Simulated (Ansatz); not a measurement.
**WS2: relaxation of cell and atoms with PBE+D3(BJ)**

The system is WS2, a slab with vacuum.

```
W S
1.0
     3.18312    0.00000    0.00000
    -1.59156    2.75666    0.00000
     0.00000    0.00000   35.18056
W S
4 8
Direct
  0.33333 0.66667 0.59232
  0.33333 0.66667 0.22340
  0.66667 0.33333 0.77660
  0.66667 0.33333 0.40768
  0.33333 0.66667 0.82115
  0.33333 0.66667 0.45202
  0.66667 0.33333 0.63662
  0.66667 0.33333 0.26774
  0.33333 0.66667 0.73226
  0.33333 0.66667 0.36338
  0.66667 0.33333 0.54798
  0.66667 0.33333 0.17885
```

```
Program             : Ansatz 0.2.0
Task                : relaxation of cell and atoms
Functional          : PBE
Dispersion          : D3(BJ)
Potentials or basis : Ansatz PAW
Cutoff              : 420 eV (not typed: the program's choice for these potentials)
k mesh              : 10 × 10 × 1
Occupations         : fermi-dirac, width 0.05 eV
Spin                : no spin polarisation
```

```
Relaxed volume                         : 24.20 Å³/atom
Relaxed cell                           : a = 3.155 Å, b = 3.155 Å, c = 33.686 Å, α = 90.00°, β = 90.00°, γ = 120.00°
Space group after relaxing (to 0.05 Å) : P-3m1 (No. 164)
Energy gained by relaxing              : 11.5 meV/atom
Ionic steps                            : 6
Band gap on the k mesh                 : 1.11 eV, indirect (least direct gap 2.17 eV)
```

Step by step:
```tsv
step	energy change (eV)	largest force (eV/Å)	volume (Å³)
1	0.0000	0.2298	308.70
2	-0.0101	0.3359	284.35
3	-0.1354	0.1598	290.19
4	-0.1397	0.0670	290.18
5	-0.1405	0.0015	290.45
6	-0.1384	0.0015	290.45
```

Final structure:
```cif
data_structure
_symmetry_space_group_name_H-M 'P 1'
_symmetry_Int_Tables_number 1
_cell_length_a 3.1553
_cell_length_b 3.1553
_cell_length_c 33.6858
_cell_angle_alpha 90.000
_cell_angle_beta 90.000
_cell_angle_gamma 120.000
_cell_volume 290.45
loop_
_atom_site_label
_atom_site_type_symbol
_atom_site_fract_x
_atom_site_fract_y
_atom_site_fract_z
_atom_site_occupancy
W1 W 0.33333 0.66667 0.59010 1
W2 W 0.33333 0.66667 0.22953 1
W3 W 0.66667 0.33333 0.77047 1
W4 W 0.66667 0.33333 0.40990 1
S1 S 0.33333 0.66667 0.81728 1
S2 S 0.33333 0.66667 0.45663 1
S3 S 0.66667 0.33333 0.63683 1
S4 S 0.66667 0.33333 0.27628 1
S5 S 0.33333 0.66667 0.72372 1
S6 S 0.33333 0.66667 0.36317 1
S7 S 0.66667 0.33333 0.54337 1
S8 S 0.66667 0.33333 0.18272 1
```

Levels at points of the mesh, in eV from the valence-band top:
| k point | band 49 | band 50 | band 51 | band 52 | band 53 | band 54 | band 55 | band 56 |
| --- | --- | --- | --- | --- | --- | --- | --- | --- |
| (0.00, 0.00, 0.00) | -1.07 | -0.58 | -0.21 | 0.00 | 2.30 | 2.30 | 2.30 | 2.30 |
| (0.00, -0.50, 0.00) | -1.68 | -1.61 | -1.54 | -1.51 | 2.33 | 2.35 | 2.37 | 2.38 |

Wall time 34 s on 4 threads of Arm Neoverse V1, with other jobs on the host, peak memory 0.9 GiB.

Caveat: the plane-wave basis is chosen anew once the cell has moved, so the energies of steps on either side of that aren't comparable; spin-orbit coupling is left out, which moves the levels of the heavy elements. A hybrid or GW would open this gap; PBE tends to underestimate it.
